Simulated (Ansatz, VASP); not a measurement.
One calculation of NaCl, two programs

```
CELL_PARAMETERS angstrom
2.80162 0.00000 0.00000
0.00000 2.80162 0.00000
0.00000 0.00000 2.80162
ATOMIC_POSITIONS crystal
Na 0.00000 0.00000 0.00000
Cl 0.50000 0.50000 0.50000
```

Change from the starting cell: volume scaled by 0.94.

Alike in both runs: task single point; functional PBE; k mesh 8 × 8 × 8; occupations fermi-dirac, width 0.02 eV; no spin polarisation.

|  | VASP | Ansatz |
| --- | --- | --- |
| version | VASP 6.6.1 | Ansatz 0.2.0 |
| potentials or method | VASP PAW PBE potentials, release 64 (Na_pv, Cl), cutoff 520 eV | all-electron LAPW, scalar-relativistic |

```csv
,VASP,Ansatz,Ansatz less VASP
gap on the k mesh at the Fermi level (eV),4.15,4.10,-0.051
pressure (GPa),82.7,82.3,-0.38
```

Ansatz ran all-electron here, so the differences hold the error of VASP's frozen core and of both bases.

Caveats: the cell as given lies far from equilibrium; so large a pressure means that the cell lies far from this level's equilibrium, or that cutoff or potentials fall short (VASP). A k mesh can miss the band edges.
